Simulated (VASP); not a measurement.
A run of VASP 6.6.1 is set up as follows.

The input INCAR:

```
ALGO = Normal
EDIFF = 1E-6
ENCUT = 520
GGA = PS
ISIF = 2
ISMEAR = 0
ISYM = 0
LASPH = T
LCHARG = F
LREAL = Auto
LWAVE = F
NBANDS = 46
NELM = 100
PREC = Accurate
SIGMA = 0.1
```

File KPOINTS:

```
Automatic mesh
0
Gamma
  2 2 2
  0.5 0.5 0.5
```

File POSCAR:

```
BeSe
1.0
   -5.0700000000     -5.0700000000      0.0000000000
   -5.0700000000      0.0000000000     -5.0700000000
    0.0000000000     -5.0700000000     -5.0700000000
Be Se
8 8
Direct
    0.5000000000      0.5000000000      0.5000000000
    0.0000000000      0.5000000000      0.5000000000
    0.5000000000      0.0000000000      0.5000000000
    0.0000000000      0.0000000000      0.5000000000
    0.5000000000      0.5000000000      0.0000000000
    0.0000000000      0.5000000000      0.0000000000
    0.5000000000      0.0000000000      0.0000000000
    0.0000000000      0.0000000000      0.0000000000
    0.1250000000      0.1250000000      0.1250000000
    0.6250000000      0.1250000000      0.1250000000
    0.1250000000      0.6250000000      0.1250000000
    0.6250000000      0.6250000000      0.1250000000
    0.1250000000      0.1250000000      0.6250000000
    0.6250000000      0.1250000000      0.6250000000
    0.1250000000      0.6250000000      0.6250000000
    0.6250000000      0.6250000000      0.6250000000
```

Potentials or basis: VASP PAW PBE potentials, release 64 (Be, Se).

Launch:

```sh
$ cat potpaw_PBE.64/Be/POTCAR potpaw_PBE.64/Se/POTCAR > POTCAR
$ mpirun -np 1 vasp_std > vasp.out
```

**Question.** Estimate the band gap on the k mesh.

**Answer.** 3.22 eV.

**Question.** Estimate the pressure.

**Answer.** 3.3 GPa.

Caveat: the PAW data sets were made with another functional, which shifts forces and pressure a little. A k mesh can miss the band edges.
